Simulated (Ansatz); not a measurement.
**Straining SiO2**

Theory: DFT PBE, scalar-relativistic, plane waves, PAW (Ansatz). (420 eV cutoff, 6×6×6 k-mesh, Gaussian smearing of 0.02 eV, no spin polarisation)

The relaxed crystal:

```yaml
crystal:
  lattice:
    - [-4.50525, 4.50525, 2.63651]
    - [4.50525, -4.50525, 2.63651]
    - [4.50525, 4.50525, -2.63651]
  atoms:
    - { symbol: Si, position: [0.17693, 0.17693, 0.35386] }
    - { symbol: Si, position: [0.82307, 0.17693, 0.00000] }
    - { symbol: Si, position: [0.17693, 0.82307, 0.00000] }
    - { symbol: Si, position: [0.82307, 0.82307, 0.64614] }
    - { symbol: O, position: [0.50000, 0.50000, 0.50000] }
    - { symbol: O, position: [0.00000, 0.50000, 0.00000] }
    - { symbol: O, position: [0.50000, 0.00000, 0.00000] }
    - { symbol: O, position: [0.00000, 0.00000, 0.50000] }
    - { symbol: O, position: [0.00000, 0.20945, 0.20945] }
    - { symbol: O, position: [0.79055, 0.00000, 0.79055] }
    - { symbol: O, position: [0.20945, 0.00000, 0.20945] }
    - { symbol: O, position: [0.00000, 0.79055, 0.79055] }
```

Deformation: shear that moves c along a by the strain times its height over the a-b plane, the cell held and the atoms relaxed, all within the symmetry that the strain leaves. Energies are extrapolated to zero smearing. Stress is positive in compression, on the Cartesian axes of the cell above. Gaps are Kohn–Sham gaps over the whole zone.

Strains computed: +1.0, +2.0, +3.0, +4.0, +6.0 %.

Problem. At which strain does the energy stand 0.3 meV/atom over the relaxed crystal with σxx = -0.20, σyy = -0.45, σzz = -0.30, σyz = -0.26, σxz = -0.25, σxy = -0.01 GPa?

Solution. +2.0 %. The gap there is 5.34 eV against 5.36 unstrained.

This form isn't the usual stable structure of the compound.